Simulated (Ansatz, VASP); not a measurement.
# One calculation of Ba, two programs

The input INCAR:

```
PREC = Accurate
ENCUT = 520
EDIFF = 1E-7
ISMEAR = -1
SIGMA = 0.6
LREAL = False
LASPH = True
NELM = 100
ALGO = Normal
ISIF = 2
LWAVE = False
LCHARG = False
GGA = CA
NBANDS = 11
```

The input KPOINTS:

```
regular mesh
0
Gamma
  9 9 9
```

Contents of POSCAR:

```
Ba
1.0
   -2.3789385306      2.3789385306      2.3789385306
    2.3789385306     -2.3789385306      2.3789385306
    2.3789385306      2.3789385306     -2.3789385306
Ba
1
Direct
    0.0000000000      0.0000000000      0.0000000000
```

Input for Ansatz:

```yaml
crystal:
  lattice:
    - [-2.3789385306, 2.3789385306, 2.3789385306]
    - [2.3789385306, -2.3789385306, 2.3789385306]
    - [2.3789385306, 2.3789385306, -2.3789385306]
  atoms:
    - { symbol: Ba, position: [0.0, 0.0, 0.0] }
hamiltonian:
  xc: lda
  pseudopotentials:
    kind: paw
    azcp:
      Ba: "pseudopotentials/Ba.paw.azcp"
basis:
  ecutwfc: 420
  fft_grid_basis: typed
kpoints:
  mp_grid: { grid: [9, 9, 9], shift: [0, 0, 0] }
magnetization:
  spin_polarized: false
scf:
  occupations: { method: fermi_dirac, width: 0.6 }
  lower_state_search: "off"
output:
  stress: true
```

Alike in both runs: task single point; functional LDA; k mesh 9 × 9 × 9; occupations fermi-dirac, width 0.6 eV; no spin polarisation.

```csv
,VASP,Ansatz
version,VASP 6.6.1,Ansatz 0.2.0
potentials or method,"VASP PAW LDA potentials, release 64 (Ba_sv)","plane waves (420 eV) with PAW, scalar-relativistic"
plane-wave cutoff (eV),520,420
valence electrons in the cell,10,10
```

Ansatz gave:

* pressure (GPa): 0.9

Estimate VASP's values.

pressure (GPa): 1.0.

Ansatz warned: «pseudo_functional_mismatch».

The runs have no spin-orbit coupling, so splittings on Ba are missing.
